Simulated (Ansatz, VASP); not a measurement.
**One calculation of Ag, two programs**

Contents of INCAR:

```
ALGO = Fast
EDIFF = 1E-7
ENCUT = 520
GGA = PE
ISIF = 2
ISMEAR = 0
LASPH = T
LCHARG = F
LREAL = F
LWAVE = F
NBANDS = 12
NELM = 100
PREC = Accurate
SIGMA = 0.15
```

Contents of KPOINTS:

```
k-points
0
Gamma
  24 24 24
```

File POSCAR:

```
Ag
1.0
    0.0000000000      2.1513555377      2.0735956990
    2.1513555377      0.0000000000      2.0735956990
    2.1513555377      2.1513555377      0.0000000000
Ag
1
Direct
    0.0000000000      0.0000000000      0.0000000000
```

Input for Ansatz:

```yaml
crystal:
  lattice:
    - [0.0, 2.1513555377, 2.073595699]
    - [2.1513555377, 0.0, 2.073595699]
    - [2.1513555377, 2.1513555377, 0.0]
  atoms:
    - { symbol: Ag, position: [0.0, 0.0, 0.0] }
basis:
  ecutwfc: 420
kpoints:
  mp_grid: { grid: [24, 24, 24] }
hamiltonian:
  xc: pbe
scf:
  occupations: { method: gaussian, width: 0.15 }
output:
  forces: true
  stress: true
  eigenvalues: true
  write_density: true
  write_potential: true
  elf: true
  volumetric_format: npy
```

Change from the starting cell: strain +0.0375 x Voigt [1, 1, 0, 0, 0, 0], atoms carried along.

Alike in both runs: task single point; functional PBE; k mesh 24 × 24 × 24; occupations gaussian, width 0.15 eV; no spin polarisation.

|  | VASP | Ansatz |
| --- | --- | --- |
| version | VASP 6.6.1 | Ansatz 0.2.0 |
| potentials or method | VASP PAW PBE potentials, release 64 (Ag) | scalar-relativistic, plane waves, PAW |
| plane-wave cutoff (eV) | 520 | 420 |
| valence electrons in the cell | 11 | 19 |

```tsv
	VASP	Ansatz	Ansatz less VASP
gap on the k mesh at the Fermi level (eV)	none	none	-
pressure (GPa)	-5.4	-5.4	+0.04
largest component of the traceless stress (GPa)	0.51	0.52	+0.008
```

A gap of «none» marks a metal or a gap that the smearing closes. With one functional, cell and mesh, what is left measures potentials, basis and numerics. The two sets of potentials don't hold the same shells in valence.
